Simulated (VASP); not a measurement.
# P (C2/m) in VASP: further runs, part 2 of 2

VASP 6.6.1. Earlier steps stand in the parts before.

## (3) Core levels, r2SCAN+D3(BJ)

INCAR

```
PREC = Accurate
ENCUT = 520
EDIFF = 1E-7
ISMEAR = 0
SIGMA = 0.1
LREAL = F
LASPH = T
NELM = 80
ALGO = Normal
ISIF = 2
LWAVE = F
LCHARG = F
METAGGA = R2SCAN
LMIXTAU = T
IVDW = 12
VDW_S6 = 1.0
VDW_S8 = 0.78981345
VDW_A1 = 0.49484001
VDW_A2 = 5.73083694
ICORELEVEL = 1
```

KPOINTS

```
Automatic mesh
0
Gamma
  4 4 5
```

POSCAR

```
P
6.4602
    0.747340313628     -0.664449036315      0.000000000000
    0.747340313628      0.664449036315      0.000000000000
   -0.003672112845      0.000000000000      0.863846396876
P
8
Direct
    0.7744872900      0.5203388600      0.2534856300
    0.4796611400      0.2255127100      0.7465143700
    0.2255127100      0.4796611400      0.7465143700
    0.5203388600      0.7744872900      0.2534856300
    0.2850231800      0.2850231800      0.4280157100
    0.7149768200      0.7149768200      0.5719842900
    0.1567541300      0.1567541300      0.7489777000
    0.8432458700      0.8432458700      0.2510223000
```

Potentials or basis: VASP PAW PBE potentials, release 64 (P).

Command:

```bash
cat potpaw_PBE.64/P/POTCAR > POTCAR
mpirun -np 1 vasp_std > vasp.out
```

OUTCAR:

```text
PREC = Accurate
   ENCUT = 520
   EDIFF = 1E-7
   ISMEAR = 0
   LREAL = F
   LASPH = T
   NELM = 80
   ISIF = 2
   METAGGA = R2SCAN
   IVDW = 12
 IVDW          = 12

 ion  position               nearest neighbor table
   1  0.774  0.520  0.253-   4 2.18   6 2.18   8 2.18
   2  0.480  0.226  0.747-   3 2.18   5 2.18   7 2.18
   3  0.226  0.480  0.747-   2 2.18   5 2.18   7 2.18
   4  0.520  0.774  0.253-   1 2.18   6 2.18   8 2.18
   5  0.285  0.285  0.428-   7 2.18   3 2.18   2 2.18
   6  0.715  0.715  0.572-   8 2.18   4 2.18   1 2.18
   7  0.157  0.157  0.749-   5 2.18   3 2.18   2 2.18
   8  0.843  0.843  0.251-   6 2.18   4 2.18   1 2.18

  LATTYP: Found a base centered monoclinic cell.
 ALAT       =     9.6559357882
 B/A-ratio  =     0.8890849646
 C/A-ratio  =     0.5779523638
 COS(beta)  =    -0.0042508479

  Lattice vectors:

 A1 = (   4.8279678941,  -4.2924736644,   0.0000000000)
 A2 = (   4.8279678941,   4.2924736644,   0.0000000000)
 A3 = (  -0.0237225834,   0.0000000000,   5.5806204931)

Analysis of symmetry for initial positions (statically):
=====================================================================
 Subroutine PRICEL returns:
 Original cell was already a primitive cell.

 Routine SETGRP: Setting up the symmetry group for a
 base centered monoclinic supercell.

 Subroutine GETGRP returns: Found  4 space group operations
 (whereof  4 operations were pure point group operations)
 out of a pool of  4 trial point group operations.

The static configuration has the point symmetry C_2h.

Analysis of symmetry for dynamics (positions and initial velocities):
=====================================================================
 Subroutine PRICEL returns:
 Original cell was already a primitive cell.

 Routine SETGRP: Setting up the symmetry group for a
 base centered monoclinic supercell.

 Subroutine GETGRP returns: Found  4 space group operations
[... 150 lines left out ...]
 maximum number of plane-waves:      6252
   NGX = 25   NGY = 25   NGZ = 21

 number of electron      39.9999998 magnetization

 Free energy of the ion-electron system (eV)
  ---------------------------------------------------
  ext. energy  EPLUGINS =         0.00000000
  ---------------------------------------------------
  free energy    TOTEN  =       -70.77436931 eV

  energy without entropy =      -70.77436931  energy(sigma->0) =      -70.77436931

 the core state eigenenergies are
   1-  1s  -2105.4616  2s   -175.1235  2p   -125.3207
   2-  1s  -2105.4616  2s   -175.1235  2p   -125.3208
   3-  1s  -2105.4616  2s   -175.1235  2p   -125.3208
   4-  1s  -2105.4616  2s   -175.1235  2p   -125.3207
   5-  1s  -2105.4689  2s   -175.1319  2p   -125.3290
   6-  1s  -2105.4689  2s   -175.1319  2p   -125.3290
   7-  1s  -2105.4510  2s   -175.1126  2p   -125.3098
   8-  1s  -2105.4510  2s   -175.1125  2p   -125.3098

 E-fermi :   0.9223     XC(G=0):  -8.1182

 val. band max:        0.4973518700   @ k =   0.5000  -0.0000   0.4000
 cond. band min:       3.9211485874   @ k =   0.0000   0.0000   0.0000
 fundamental gap:      3.4237967174
 Fermi energy:         0.9223137380

 k-point     1 :       0.0000    0.0000    0.0000
  band No.  band energies     occupation
      1     -14.5945      2.00000
      2     -14.3910      2.00000
      3      -7.4266      2.00000
      4      -7.3406      2.00000
      5      -7.1313      2.00000
      6      -6.9953      2.00000
[... 272 lines left out ...]
 k-point    11 :      -0.2500    0.0000    0.2000
  band No.  band energies     occupation
      1     -14.5514      2.00000

------------------------ aborting loop because EDIFF is reached ----------------------------------------

 Edisp (eV)   -0.88853

 E8    (eV) :    -0.2515

  FORCE on cell =-STRESS in cart. coord.  units (eV):
  Direction    XX          YY          ZZ          XY          YZ          ZX
  --------------------------------------------------------------------------------------
  -------------------------------------------------------------------------------------
  Total      -0.93535    -1.00371    -1.06447     0.00000     0.00000     0.03720
  in kB      -6.47888    -6.95237    -7.37324     0.00000     0.00000     0.25765
  external pressure =       -6.93 kB  Pullay stress =        0.00 kB

 VOLUME and BASIS-vectors are now :
 -----------------------------------------------------------------------------
  energy-cutoff  :      520.00
  volume of cell :      231.30
      direct lattice vectors                 reciprocal lattice vectors
     4.827967894 -4.292473664  0.000000000     0.103563240 -0.116482951  0.000440236
     4.827967894  4.292473664  0.000000000     0.103563240  0.116482951  0.000440236
    -0.023722583  0.000000000  5.580620493     0.000000000  0.000000000  0.179191544

 POSITION                                       TOTAL-FORCE (eV/Angst)
 -----------------------------------------------------------------------------------
      6.24537     -1.09093      1.41461        -0.014329     -0.004724     -0.018203
      3.38685     -1.09093      4.16601         0.014329     -0.004724      0.018203
      3.38685      1.09093      4.16601         0.014329      0.004724      0.018203
      6.24537      1.09093      1.41461        -0.014329      0.004724     -0.018203
      2.74201      0.00000      2.38859        -0.010927     -0.000000     -0.014387
      6.89020      0.00000      3.19203         0.010927     -0.000000      0.014387
      1.49584      0.00000      4.17976        -0.020314     -0.000000     -0.002925
      8.13637      0.00000      1.40086         0.020314     -0.000000      0.002925
 -----------------------------------------------------------------------------------
    total drift:                               -0.000000     -0.000000     -0.000000

  FREE ENERGIE OF THE ION-ELECTRON SYSTEM (eV)
  ---------------------------------------------------
  free  energy   TOTEN  =       -71.6629004408 eV

  energy  without entropy=      -71.6629004407  energy(sigma->0) =      -71.66290044
```

OSZICAR:

```text
N       E                     dE             d eps       ncg     rms          rms(c)
DAV:   1     0.156916792800E+03    0.15692E+03   -0.16083E+04  1350   0.133E+03
DAV:   2    -0.643299293716E+02   -0.22125E+03   -0.21738E+03  1845   0.216E+02
DAV:   3    -0.787912607073E+02   -0.14461E+02   -0.14423E+02  1597   0.607E+01
[... 14 lines left out ...]
DAV:  18    -0.707743687052E+02   -0.23364E-04   -0.19375E-05  1537   0.441E-02    0.170E-03
DAV:  19    -0.707743676304E+02    0.10748E-05   -0.35694E-06  1558   0.191E-02    0.173E-03
DAV:  20    -0.707743692307E+02   -0.16004E-05   -0.11663E-06  1682   0.110E-02    0.278E-04
DAV:  21    -0.707743693400E+02   -0.10925E-06   -0.85610E-08  1264   0.258E-03    0.193E-04
DAV:  22    -0.707743693128E+02    0.27235E-07   -0.22574E-08  1021   0.123E-03
   1 F= -.71662900E+02 E0= -.71662900E+02  d E =-.413611E-10
```

stdout:

```text
POSCAR found type information on POSCAR P
 POSCAR found :  1 types and       8 ions
 scaLAPACK will be used
 -----------------------------------------------------------------------------
|                                                                             |
|                                                                             |
|     You enforced a specific xc type in the INCAR file but a different       |
|     I HOPE YOU KNOW WHAT YOU ARE DOING!                                     |
|                                                                             |
 -----------------------------------------------------------------------------

 LDA part: xc-table for (None), standard interpolation
 POSCAR, INCAR and KPOINTS ok, starting setup
 FFT: planning ... GRIDC
 FFT: planning ... GRID_SOFT
 FFT: planning ... GRID
 WAVECAR not read
 entering main loop
```

Wall time 7.3 min (1 thread of Intel Xeon 6975P-C (Granite Rapids), shared host); peak memory 0.38 GiB.

Results:

```yaml
Free_energy: -71.6629 eV
Pressure: -0.7 GPa
Largest_force: 0.024 eV/Å
Band_gap_on_the_k_mesh: 3.42 eV, indirect (least direct gap 3.75 eV)
Dispersion_energy_per_atom: -0.111 eV
```

Forces on the atoms (eV/Å):
```
P   -0.014 -0.005 -0.018
P    0.014 -0.005  0.018
P    0.014  0.005  0.018
P   -0.014  0.005 -0.018
P   -0.011  0.000 -0.014
P    0.011  0.000  0.014
P   -0.020  0.000 -0.003
P    0.020  0.000  0.003
```

Levels at points of the mesh, in eV from the valence-band top:
| k point | band 18 | band 19 | band 20 | band 21 | band 22 | band 23 |
| --- | --- | --- | --- | --- | --- | --- |
| (0.00, 0.00, 0.00) | -0.48 | -0.40 | -0.33 | 3.42 | 3.89 | 4.15 |
| (0.50, 0.00, 0.00) | -0.44 | -0.31 | -0.27 | 3.92 | 4.09 | 4.30 |
| (0.50, 0.50, 0.00) | -0.54 | -0.26 | -0.20 | 3.69 | 4.09 | 4.10 |

Core levels (eV, on the scale of the bands):
| atom | levels |
| --- | --- |
| 1 P | 1s -2105.5, 2s -175.1, 2p -125.3 |
| 2 P | 1s -2105.5, 2s -175.1, 2p -125.3 |
| 3 P | 1s -2105.5, 2s -175.1, 2p -125.3 |
| 4 P | 1s -2105.5, 2s -175.1, 2p -125.3 |
| 5 P | 1s -2105.5, 2s -175.1, 2p -125.3 |
| 6 P | 1s -2105.5, 2s -175.1, 2p -125.3 |

Caveat: the PAW data sets were made with another functional, which shifts forces and pressure a little; an odd mesh through Γ misses points on the zone boundary, where band edges often lie. r2SCAN opens gaps a little over a GGA but as a rule still falls short of measured ones.
